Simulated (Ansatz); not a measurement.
# NaCl: pressure against volume

The task here is to estimate one member of a computed series from the others.

Program: Ansatz 0.2.0. Level of theory: DFT PBE, scalar-relativistic. These are calculated values, not measurements.

### The system as given

It takes space group Pm-3m (No. 221, cubic). Conventional cell: a = 2.860 Å, b = 2.860 Å, c = 2.860 Å, α = 90.00°, β = 90.00°, γ = 90.00°. Around Na (site symmetry m-3m) lie 8 Cl at 2.48 Å. Around Cl (site symmetry m-3m) lie 8 Na at 2.48 Å.

As a file:

```cif
data_structure
_symmetry_space_group_name_H-M 'Pm-3m'
_symmetry_Int_Tables_number 221
_cell_length_a 2.8600
_cell_length_b 2.8600
_cell_length_c 2.8600
_cell_angle_alpha 90.000
_cell_angle_beta 90.000
_cell_angle_gamma 90.000
_cell_volume 23.39
loop_
_atom_site_label
_atom_site_type_symbol
_atom_site_symmetry_multiplicity
_atom_site_Wyckoff_symbol
_atom_site_fract_x
_atom_site_fract_y
_atom_site_fract_z
_atom_site_occupancy
Na1 Na 1 a 0.00000 0.00000 0.00000 1
Cl1 Cl 1 b 0.50000 0.50000 0.50000 1
```

The file gives the conventional cell by its symmetry; the runs use the cell typed in the input.

The cell comes from a crystallographic database entry that wasn't checked; take it as a given geometry, which may be far from equilibrium.

Atoms are numbered in the order of the input: Na1, Cl2.

Set-up of the first run:

Input file input.yaml:

```yaml
crystal:
  lattice:
    - [2.8021129234, 0.0, 0.0]
    - [0.0, 2.8021129234, 0.0]
    - [0.0, 0.0, 2.8021129234]
  atoms:
    - { symbol: Na, position: [0.0, 0.0, 0.0] }
    - { symbol: Cl, position: [0.5, 0.5, 0.5] }
kpoints:
  mp_grid: { grid: [9, 9, 9] }
scf:
  occupations: { method: fermi_dirac, width: 0.03 }
hamiltonian:
  xc: pbe
  pseudopotentials: { kind: all_electron, lapw: { basis_error: 0.0005 } }
output:
  forces: true
  stress: true
  eigenvalues: true
```

Steps of the session up to this table: Volume × 0.9405, LAPW; Volume × 0.9405, PAW; Volume × 0.9405, crystal datasets; Volume × 0.98, LAPW; Volume × 0.98, PAW; Volume × 1.02, LAPW; Volume × 1.02, PAW; Volume × 1.06, LAPW; Volume × 1.06, PAW; Volume × 1.06, crystal datasets.

One of the session's tables, all rows but one given; the rest of the session is left out.

It belongs to the step «Fits». 

```
          method  volume (Å³/atom)  pressure (GPa)  gap on the k mesh (eV)
            LAPW            11.001           82.14                    4.48
            LAPW            11.463               ?                       ?
            LAPW            11.697           64.91                    4.72
            LAPW            11.931           60.03                    4.79
            LAPW            12.399           51.40                    4.92
             PAW            11.001           82.11                    4.48
             PAW            11.463           70.20                    4.64
             PAW            11.697           64.89                    4.72
             PAW            11.931           60.01                    4.79
             PAW            12.399           51.38                    4.92
crystal datasets            11.001           82.14                    4.48
crystal datasets            11.697           64.92                    4.72
crystal datasets            12.399           51.40                    4.92
```

Estimate the missing values for LAPW, 11.463.

As computed: pressure (GPa): 70.22; gap on the k mesh (eV): 4.64. In the column «pressure (GPa)» it lies between PAW, 11.463 (70.20) and PAW, 11.001 (82.11).

Caveats from the session: Warnings in the runs' records: crystal datasets made.
